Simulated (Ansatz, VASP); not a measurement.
# PbS (Galena): VASP beside Ansatz

INCAR

```
SYSTEM = PbS
  PREC = Accurate
  ENCUT = 520
  EDIFF = 1E-7
  ISMEAR = 0
  SIGMA = 0.01
  LREAL = .FALSE.
  LASPH = .TRUE.
  NELM = 60
  ALGO = Normal
  ISIF = 2
  LWAVE = .FALSE.
  LCHARG = .FALSE.
  GGA = PE
  NBANDS = 17
```

KPOINTS

```
regular mesh
0
G
  8 8 8
  0 0 0
```

The input POSCAR:

```
PbS
1.0
    4.1942040000      0.0000000000      0.0000000000
    2.0971020000      3.6322872127      0.0000000000
    2.0971020000      1.2107624042      3.4245532257
Pb S
1 1
Direct
    0.0000000000      0.0000000000      0.0000000000
    0.5000000000      0.5000000000      0.5000000000
```

Input for Ansatz:

```yaml
crystal:
  lattice:
    - [4.194204, 0.0, 0.0]
    - [2.0971020000000005, 3.6322872126543073, 0.0]
    - [2.0971020000000005, 1.2107624042181027, 3.424553225713392]
  atoms:
    - { symbol: Pb, position: [0.0, 0.0, 0.0] }
    - { symbol: S, position: [0.5000000000000001, 0.49999999999999994, 0.5] }
kpoints:
  mp_grid:
    grid: [8, 8, 8]
hamiltonian:
  xc: pbe
  pseudopotentials:
    kind: paw
scf:
  convergence:
    dr2_threshold: 1.0e-09
  occupations:
    method: fixed
output:
  forces: true
  stress: true
```

Alike in both runs: task single point; functional PBE; k mesh 8 × 8 × 8; no spin polarisation.

```csv
,VASP,Ansatz
version,VASP 6.6.1,Ansatz 0.2.0
potentials or method,"VASP PAW PBE potentials, release 64 (Pb_d, S)","plane waves, PAW"
plane-wave cutoff (eV),520,420
occupations,"gaussian, width 0.01 eV",fixed
valence electrons in the cell,20,20
```

|  | VASP | Ansatz | Ansatz less VASP |
| --- | --- | --- | --- |
| pressure (GPa) | 2.2 | 2.2 | +0.07 |

Ansatz warned: «stress_scf_threshold_loose».
